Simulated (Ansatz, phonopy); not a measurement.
# How NaH (Fm-3m) expands on warming, part 2 of 3

How much does NaH expand with temperature?

Ansatz 0.2.0; DFT LDA, scalar-relativistic, plane waves, PAW.

So far. Step 2 (A first coarse run): The start is under -2.6 GPa at this level and looks like an insulator or semiconductor on this mesh. Step 5 (Tight relaxation): The residual pressure is -0.0013 GPa, small enough for phonons.

### Step 7. Phonons on strained cells, q-mesh 2×2×2

The study relaxes the crystal at several strains, solves the phonons on some of them and minimises the free energy at each temperature (static energy, vibrations, the electrons in a metal, and PV under a set pressure); the q-mesh sets how far the force constants reach.

input.yaml reads:

```yaml
crystal:
  lattice:
    - [0.0, 2.3448734754, 2.3448734754]
    - [2.3448734754, 0.0, 2.3448734754]
    - [2.3448734754, 2.3448734754, 0.0]
  atoms:
    - { symbol: Na, position: [0.0, 0.0, 0.0] }
    - { symbol: H, position: [0.5, 0.5, 0.5] }
kpoints:
  mp_grid: { grid: [8, 8, 8] }
hamiltonian:
  xc: lda
scf:
  occupations: { method: fixed }
output:
  eigenvalues: true
phonons:
  method: dfpt
  qmesh: [2, 2, 2]
  temperatures: { t_max: 500.0, t_step: 25 }
  thermal_expansion: {}
```

Run with:

```
$ ansatz run input.yaml --threads 2 --pin off --max-ram 5120MiB --backend cpu --events-out ev --progress --plain --runs-dir out
```

Numbers of over 12 decimals in the logs are rounded to 6 here.

The program printed:

```text
[...]
Crystal: 2 atoms, lattice volume = 25.786 Å³
Basis set: ecut = 487.2 eV, 609 PW (Γ), exchange–correlation on 48×48×48 points (8 copies of the dense FFT grid, shifted against one another)
Bands: 9, of which v1, the nominal top of the filled ones, is band 5 counted from 1 (4 counted from 0)
Symmetry: 48 space group operations
[...]
k-points: 29 of 512
[...]
SCF iter   1: F=—  HF=-1482.702531 eV  |F-HF|=—  |Δ(HF+E_count)|=         —  Δρ=1.25e-2  dr2=3.08e-2  ethr=1.77e-3  ⟨swp⟩=4.5  Hψ=1491  notcnv=0  defer=53
[...]
SCF iter   7: F=-1482.688268 eV  HF=-1482.688268 eV  |F-HF|=4.55e-13  |Δ(HF+E_count)|=  2.73e-12  Δρ=4.77e-8  dr2=1.63e-13  ethr=1.00e-12  ⟨swp⟩=6.4  Hψ=1262  notcnv=0
SCF 1 converged in 7 iterations: F = -1482.688268 eV  dr2 = 1.63e-13
[...]
relax step   1: F+E_penalty+E_count = -1482.68826837 eV  Δ(F+E_penalty+E_count) = +0.000e0 eV  max|allowed force component| = 4.427e-31 eV/Å  Δτ_max = 0.0000 Å  (7 SCF iters, accepted)
SCF converged after 7 iterations
Free energy (F): -1482.688268 eV
[...]
Internal energy: -1482.688268 eV  (E = F + TS)
E sigma→0 (E₀):  -1482.688268 eV
Fermi energy:    1.197485 eV
[...]
--- Stress (GPa, compression-positive) ---
       -0.006153       0.000000      -0.000000
       -0.000000      -0.006153      -0.000000
        0.000000      -0.000000      -0.006153
  P = ⅓ Tr σ = -0.0062 GPa (-0.062 kbar)
--- Band table (eV; the first three rows and the last of 29) ---
[...]
── thermal expansion: 3 new cells, 3 in all ──
thermal expansion: relaxation of cell 2
thermal expansion: relaxation of cell 3
── thermal expansion: 2 new cells, 5 in all ──
thermal expansion: relaxation of cell 4
thermal expansion: lower-state search of cell 4
thermal expansion: phonons of cell 4
thermal expansion: relaxation of cell 5
thermal expansion: phonons of cell 5
── thermal expansion: 8 new cells, 13 in all ──
thermal expansion: relaxation of cell 6
thermal expansion: relaxation of cell 7
thermal expansion: relaxation of cell 8
thermal expansion: relaxation of cell 9
thermal expansion: relaxation of cell 10
thermal expansion: relaxation of cell 11
thermal expansion: relaxation of cell 12
thermal expansion: relaxation of cell 13
thermal expansion: phonons of cell 6
thermal expansion: phonons of cell 7
thermal expansion: phonons of cell 8
thermal expansion: phonons of cell 9
thermal expansion: phonons of cell 10
WARN: thermal expansion: narrow_supercell: the supercell is narrow for a crystal that has a band gap and may be polar, so the expansion can be far off: type phonons.supercell or phonons.qmesh [3, 3, 3] or more in a new run
--- Relaxed structure (1 steps of the walk, 1 accepted, 0 SCFs on fresh bases) ---
  F+E_penalty+E_count = -1482.68826837 eV   max|allowed force component| = 4.427e-31 eV/Å
  atoms:
    - { symbol: Na, position: [0.0, 0.0, 0.0] }
    - { symbol: H, position: [0.5, 0.5, 0.5] }
--- Thermal expansion: 13 cells in 3 rounds, 0 GPa ---
  no lower state was reached at cell 4
  without vibrations: a 3.31590, b 3.31590, c 3.31590 Å, V 25.7803 Å³, B 27.41 GPa
  at 0 K: a 3.36599, b 3.36599, c 3.36599 Å, V 26.9663 Å³, B 24.72 GPa
  zero-point expansion: a +1.511, b +1.511, c +1.511, V +4.600 %
      T/K        a/Å        b/Å        c/Å       V/Å³ | expansion of a, b, c, V (1e-6/K)   | that of V in the mean from 25 °C | C_P, C_V (J/mol K of the cell) | B_T, B_S (GPa)
     0.00    3.36599    3.36599    3.36599    26.9663 |    0.00    0.00    0.00    0.00 |   65.58 |     0.000     0.000 |    24.72    24.72
    50.00    3.36631    3.36631    3.36631    26.9742 |    7.12    7.12    7.12   21.35 |   77.64 |     7.034     7.025 |    24.66    24.69
   100.00    3.36850    3.36850    3.36850    27.0267 |   17.56   17.56   17.56   52.67 |   87.59 |    17.270    17.160 |    24.36    24.52
   150.00    3.37200    3.37200    3.37200    27.1111 |   23.79   23.79   23.79   71.37 |   96.45 |    22.908    22.609 |    23.93    24.24
   200.00    3.37651    3.37651    3.37651    27.2200 |   29.68   29.68   29.68   89.03 |  105.24 |    27.868    27.261 |    23.39    23.91
   250.00    3.38201    3.38201    3.38201    27.3533 |   35.42   35.42   35.42  106.27 |  113.84 |    32.513    31.455 |    22.75    23.51
   298.15    3.38821    3.38821    3.38821    27.5041 |   40.62   40.62   40.62  121.85 |       - |    36.485    34.867 |    22.06    23.08
   325.00    3.39204    3.39204    3.39204    27.5973 |   43.36   43.36   43.36  130.08 |  126.20 |    38.466    36.487 |    21.65    22.82
   375.00    3.39982    3.39982    3.39982    27.7876 |   48.25   48.25   48.25  144.75 |  134.14 |    41.753    39.012 |    20.84    22.31
   425.00    3.40844    3.40844    3.40844    27.9995 |   53.02   53.02   53.02  159.05 |  142.00 |    44.620    40.998 |    19.98    21.74
   475.00    3.41789    3.41789    3.41789    28.2333 |   57.86   57.86   57.86  173.59 |  149.91 |    47.197    42.560 |    19.05    21.13
   500.00    3.42295    3.42295    3.42295    28.3587 |   60.38   60.38   60.38  181.15 |  153.94 |    48.418    43.215 |    18.57    20.81
  the static fit leaves 0.001 meV an atom of the energies and, of the stresses, 0.000 GPa of each cell's largest along a strain (root mean squares over the cells), whose Pulay part it has at -0.018 GPa
  vibrations' free energy: its fit leaves 0.0000 meV an atom at the most
  the electrons' free energy at temperature is not in it: every band gap is over 0.52 eV
  free energies summed between the sampled wave vectors
  estimated error of the fitted expansion in any direction: up to 0.072e-6/K, at 500 K (an estimate, not a bound: it was exceeded on models of known expansion)
  by sums over the sampled wave vectors an expansion of the volume parts by up to 4.73e-6/K
  by a static energy of one degree less an expansion of the volume parts by up to 0.33e-6/K
  the FFT grids of the static calculations differ: 24 × 24 × 24, 25 × 25 × 25, 27 × 27 × 27
  band gaps on the cells' k-points are 3.324 to 3.596 eV
  narrow_supercell: the supercell is narrow for a crystal that has a band gap and may be polar, so the expansion can be far off: type phonons.supercell or phonons.qmesh [3, 3, 3] or more in a new run
```

The job ended after 63 s (2 threads of Arm Neoverse V2, shared host; peak memory 0.46 GiB; 1.9 min of CPU time).

This step gave:

- pressure: -0.006153 GPa
- volume expansion coefficient at 298 K: 121.8 1e-6/K
- C_P at 298 K: 18.24 J/mol-atom/K
- entropy at 298 K: 19.61 J/mol-atom/K
- isothermal bulk modulus at 298 K: 22.06 GPa
- Grüneisen parameter at 298 K: 1.277
- volume at 298 K: 13.75 Å³/atom
- principal linear expansion coefficients at 298 K: 40.62, 40.62, 40.62 1e-6/K

Strained cells of the study; zero-point energy where phonons were solved; the pressures are stresses at a fixed cutoff and can carry an offset from the finite basis. Expansion cells, by row:

| cell | \|a\| (Å) | \|b\| (Å) | \|c\| (Å) | V (Å³/atom) | E - E_lowest (meV/atom) | pressure (GPa) | gap (eV) | zero-point energy (meV/atom) |
| --- | --- | --- | --- | --- | --- | --- | --- | --- |
| 1 | 3.316 | 3.316 | 3.316 | 12.89 | 0 | -0.024 | 3.548 | - |
| 2 | 3.343 | 3.343 | 3.343 | 13.21 | 0.632 | -0.65 | 3.51 | - |
| 3 | 3.29 | 3.29 | 3.29 | 12.59 | 0.628 | 0.66 | 3.586 | - |
| 4 | 3.316 | 3.316 | 3.316 | 12.89 | 0 | -0.023 | 3.548 | 83.35 |
| 5 | 3.333 | 3.333 | 3.333 | 13.09 | 0.253 | -0.422 | 3.525 | 81.89 |
| 6 | 3.343 | 3.343 | 3.343 | 13.21 | 0.667 | -0.666 | 3.509 | 80.97 |
| 7 | 3.371 | 3.371 | 3.371 | 13.54 | 2.611 | -1.25 | 3.471 | 78.61 |
| 8 | 3.399 | 3.399 | 3.399 | 13.88 | 5.773 | -1.78 | 3.433 | 76.29 |
| 9 | 3.427 | 3.427 | 3.427 | 14.23 | 10.11 | -2.259 | 3.396 | 73.99 |
| 10 | 3.455 | 3.455 | 3.455 | 14.58 | 15.55 | -2.692 | 3.359 | 71.71 |
| 11 | 3.283 | 3.283 | 3.283 | 12.51 | 0.994 | 0.843 | 3.596 | - |
| 12 | 3.3 | 3.3 | 3.3 | 12.7 | 0.244 | 0.398 | 3.572 | - |
| 13 | 3.482 | 3.482 | 3.482 | 14.93 | 21.87 | -3.071 | 3.324 | - |

Quasi-harmonic; a, b, c are the run's own cell vectors. Expansion, by row:

| T (K) | a (Å) | b (Å) | c (Å) | alpha (deg) | beta (deg) | gamma (deg) | cell volume (Å³/cell) | alpha_a (1e-6/K) | alpha_b (1e-6/K) | alpha_c (1e-6/K) | alpha_V (1e-6/K) | C_P (J/mol-atom/K) | C_V (J/mol-atom/K) | S (J/mol-atom/K) | B_T (GPa) | B_S (GPa) | Grueneisen | extrapolation | fit error (1e-6/K) |
| --- | --- | --- | --- | --- | --- | --- | --- | --- | --- | --- | --- | --- | --- | --- | --- | --- | --- | --- | --- |
| 0 | 3.366 | 3.366 | 3.366 | 60 | 60 | 60 | 26.97 | 0 | 0 | 0 | 0 | 0 | 0 | 0 | 24.72 | 24.72 | - | 0 | 0 |
| 25 | 3.366 | 3.366 | 3.366 | 60 | 60 | 60 | 26.97 | 0.9 | 0.9 | 0.9 | 2.71 | 0.466 | 0.466 | 0.12 | 24.72 | 24.72 | 1.166 | 0 | 0 |
| 50 | 3.366 | 3.366 | 3.366 | 60 | 60 | 60 | 26.97 | 7.12 | 7.12 | 7.12 | 21.35 | 3.517 | 3.513 | 1.28 | 24.66 | 24.69 | 1.218 | 0 | 0 |
| 75 | 3.367 | 3.367 | 3.367 | 60 | 60 | 60 | 27 | 13.3 | 13.3 | 13.3 | 39.89 | 6.568 | 6.544 | 3.317 | 24.53 | 24.62 | 1.216 | 0 | 0.01 |
| 100 | 3.369 | 3.369 | 3.369 | 60 | 60 | 60 | 27.03 | 17.56 | 17.56 | 17.56 | 52.67 | 8.635 | 8.58 | 5.509 | 24.36 | 24.52 | 1.217 | 0 | 0.01 |
| 125 | 3.37 | 3.37 | 3.37 | 60 | 60 | 60 | 27.07 | 20.82 | 20.82 | 20.82 | 62.46 | 10.14 | 10.05 | 7.604 | 24.16 | 24.39 | 1.224 | 0 | 0.02 |
| 150 | 3.372 | 3.372 | 3.372 | 60 | 60 | 60 | 27.11 | 23.79 | 23.79 | 23.79 | 71.37 | 11.45 | 11.3 | 9.571 | 23.93 | 24.24 | 1.233 | 0 | 0.02 |
| 175 | 3.374 | 3.374 | 3.374 | 60 | 60 | 60 | 27.16 | 26.73 | 26.73 | 26.73 | 80.2 | 12.71 | 12.49 | 11.43 | 23.67 | 24.08 | 1.243 | 0 | 0.02 |
| 200 | 3.377 | 3.377 | 3.377 | 60 | 60 | 60 | 27.22 | 29.68 | 29.68 | 29.68 | 89.03 | 13.93 | 13.63 | 13.21 | 23.39 | 23.91 | 1.252 | 0 | 0.02 |
| 225 | 3.379 | 3.379 | 3.379 | 60 | 60 | 60 | 27.28 | 32.59 | 32.59 | 32.59 | 97.76 | 15.12 | 14.72 | 14.92 | 23.08 | 23.72 | 1.26 | 0 | 0.03 |
| 250 | 3.382 | 3.382 | 3.382 | 60 | 60 | 60 | 27.35 | 35.42 | 35.42 | 35.42 | 106.3 | 16.26 | 15.73 | 16.57 | 22.75 | 23.51 | 1.266 | 0 | 0.03 |
| 275 | 3.385 | 3.385 | 3.385 | 60 | 60 | 60 | 27.43 | 38.17 | 38.17 | 38.17 | 114.5 | 17.32 | 16.66 | 18.17 | 22.4 | 23.3 | 1.272 | 0 | 0.03 |
| 298.1 | 3.388 | 3.388 | 3.388 | 60 | 60 | 60 | 27.5 | 40.62 | 40.62 | 40.62 | 121.8 | 18.24 | 17.43 | 19.61 | 22.06 | 23.08 | 1.277 | 0 | 0.04 |
| 300 | 3.388 | 3.388 | 3.388 | 60 | 60 | 60 | 27.51 | 40.81 | 40.81 | 40.81 | 122.4 | 18.31 | 17.49 | 19.72 | 22.03 | 23.07 | 1.277 | 0 | 0.04 |
| 325 | 3.392 | 3.392 | 3.392 | 60 | 60 | 60 | 27.6 | 43.36 | 43.36 | 43.36 | 130.1 | 19.23 | 18.24 | 21.22 | 21.65 | 22.82 | 1.283 | 0 | 0.04 |
| 350 | 3.396 | 3.396 | 3.396 | 60 | 60 | 60 | 27.69 | 45.83 | 45.83 | 45.83 | 137.5 | 20.09 | 18.91 | 22.68 | 21.25 | 22.57 | 1.288 | 0 | 0.05 |
| 375 | 3.4 | 3.4 | 3.4 | 60 | 60 | 60 | 27.79 | 48.25 | 48.25 | 48.25 | 144.8 | 20.88 | 19.51 | 24.09 | 20.84 | 22.31 | 1.294 | 0 | 0.05 |
| 400 | 3.404 | 3.404 | 3.404 | 60 | 60 | 60 | 27.89 | 50.64 | 50.64 | 50.64 | 151.9 | 21.61 | 20.03 | 25.46 | 20.42 | 22.03 | 1.3 | 0 | 0.05 |
| 425 | 3.408 | 3.408 | 3.408 | 60 | 60 | 60 | 28 | 53.02 | 53.02 | 53.02 | 159.1 | 22.31 | 20.5 | 26.8 | 19.98 | 21.74 | 1.307 | 0 | 0.06 |
| 450 | 3.413 | 3.413 | 3.413 | 60 | 60 | 60 | 28.11 | 55.42 | 55.42 | 55.42 | 166.2 | 22.97 | 20.91 | 28.09 | 19.52 | 21.44 | 1.314 | 0 | 0.07 |
| 475 | 3.418 | 3.418 | 3.418 | 60 | 60 | 60 | 28.23 | 57.86 | 57.86 | 57.86 | 173.6 | 23.6 | 21.28 | 29.35 | 19.05 | 21.13 | 1.321 | 0 | 0.07 |
| 500 | 3.423 | 3.423 | 3.423 | 60 | 60 | 60 | 28.36 | 60.38 | 60.38 | 60.38 | 181.2 | 24.21 | 21.61 | 30.57 | 18.57 | 20.81 | 1.329 | 0 | 0.07 |

The expansion coefficient by temperature; values in 1e-6/K:

| temperature (K) | volume | principal 1 |
| --- | --- | --- |
| 0 | 0 | 0 |
| 25 | 2.71 | 0.9 |
| 50 | 21.4 | 7.12 |
| 75 | 39.9 | 13.3 |
| 100 | 52.7 | 17.6 |
| 125 | 62.5 | 20.8 |
| 150 | 71.4 | 23.8 |
| 175 | 80.2 | 26.7 |
| 200 | 89.0 | 29.7 |
| 225 | 97.8 | 32.6 |
| 250 | 106 | 35.4 |
| 275 | 114 | 38.2 |
| 298 | 122 | 40.6 |
| 300 | 122 | 40.8 |
| 325 | 130 | 43.4 |
| 350 | 138 | 45.8 |
| 375 | 145 | 48.2 |
| 400 | 152 | 50.6 |
| 425 | 159 | 53.0 |
| 450 | 166 | 55.4 |
| 475 | 174 | 57.9 |
| 500 | 181 | 60.4 |

At 298 K the volume expansion is 122 × 10⁻⁶/K and B_T is 22.1 GPa. The log warns that this q-mesh is too narrow, so the figure can be far off. The program raised the cutoff to 487.2 eV by itself: with no cutoff typed, the study takes about 1.16 times the default for its relaxations and scales it with the volume for the phonons.

### Step 8. Quasi-harmonic fit by phonopy

This step: DFT LDA, scalar-relativistic, plane waves, PAW (phonopy 4.10.0).

This step gave:

```
volume expansion coefficient at 300 K : 122.5 1e-6/K
isothermal bulk modulus at 300 K      : 22.03 GPa
C_P at 300 K                          : 18.32 J/mol-atom/K
Grüneisen parameter at 300 K          : 1.277
```

Table of energy (each curve on its own zero) by volume; values in meV/atom:

| volume (Å³/atom) | static | F at 0 K | F at 300 K | F at 500 K |
| --- | --- | --- | --- | --- |
| 12.893 | 0 | 5.23 | 7.36 | 10.1 |
| 13.087 | 0.25 | 4.03 | 5.63 | 7.69 |
| 13.214 | 0.67 | 3.52 | 4.77 | 6.36 |
| 13.543 | 2.61 | 3.11 | 3.43 | 3.81 |
| 13.880 | 5.77 | 3.95 | 3.27 | 2.38 |
| 14.225 | 10.1 | 5.98 | 4.24 | 2.01 |
| 14.579 | 15.6 | 9.15 | 6.26 | 2.62 |

Phonopy-qha, vinet fit of F(V) at each temperature. Qha vinet, by row:

| T (K) | fitted volume (Å³/atom) | alpha_V (1e-6/K) | B_T (GPa) | C_P (J/mol-atom/K) | Grueneisen |
| --- | --- | --- | --- | --- | --- |
| 75 | 13.5 | 38.88 | 24.53 | 6.457 | 1.185 |
| 100 | 13.51 | 52.16 | 24.36 | 8.606 | 1.205 |
| 125 | 13.53 | 62.3 | 24.16 | 10.15 | 1.22 |
| 150 | 13.56 | 71.35 | 23.92 | 11.47 | 1.233 |
| 175 | 13.58 | 80.2 | 23.67 | 12.72 | 1.243 |
| 200 | 13.61 | 89.03 | 23.38 | 13.94 | 1.252 |
| 225 | 13.64 | 97.75 | 23.07 | 15.13 | 1.259 |
| 250 | 13.68 | 106.3 | 22.74 | 16.26 | 1.266 |
| 275 | 13.71 | 114.5 | 22.39 | 17.32 | 1.272 |
| 300 | 13.76 | 122.5 | 22.03 | 18.32 | 1.277 |
| 325 | 13.8 | 130.1 | 21.64 | 19.24 | 1.283 |
| 350 | 13.85 | 137.6 | 21.25 | 20.09 | 1.289 |
| 375 | 13.89 | 144.8 | 20.84 | 20.88 | 1.295 |
| 400 | 13.95 | 152 | 20.42 | 21.62 | 1.301 |
| 425 | 14 | 159.1 | 19.99 | 22.31 | 1.308 |
| 450 | 14.06 | 166.2 | 19.55 | 22.97 | 1.315 |
| 475 | 14.12 | 173.4 | 19.1 | 23.6 | 1.322 |

Volume expansion coefficient against temperature; values in 1e-6/K:

| temperature (K) | phonopy-qha, Vinet | Ansatz's own study |
| --- | --- | --- |
| 75 | 38.9 | 39.9 |
| 100 | 52.2 | 52.7 |
| 125 | 62.3 | 62.5 |
| 150 | 71.3 | 71.4 |
| 175 | 80.2 | 80.2 |
| 200 | 89.0 | 89.0 |
| 225 | 97.8 | 97.8 |
| 250 | 106 | 106 |
| 275 | 115 | 114 |
| 300 | 122 | 122 |
| 325 | 130 | 130 |
| 350 | 138 | 138 |
| 375 | 145 | 145 |
| 400 | 152 | 152 |
| 425 | 159 | 159 |
| 450 | 166 | 166 |
| 475 | 173 | 174 |

The fit gives a volume expansion of 122 × 10⁻⁶/K at 300 K, against 122 at 298 K from the study itself, whose static fit uses more cells.

[end of part 2 of 3]

[Logs are printed without paths, hosts, clocks, repeated set-up lines and the standing remarks that a program may print on its own settings, such as how far it seeks lower states.]

[Hosts, paths, dates, database ids (printed as entryN), source tags and the programs' standing remarks are cut or masked in the printed files.]

[A step with changed settings may run another functional than the one named; its input shows which.]

[Pressures of single members of a volume series are the stress at the run's cutoff; with an incomplete basis they can lie off −dE/dV of the same runs, and they are not shown converged.]
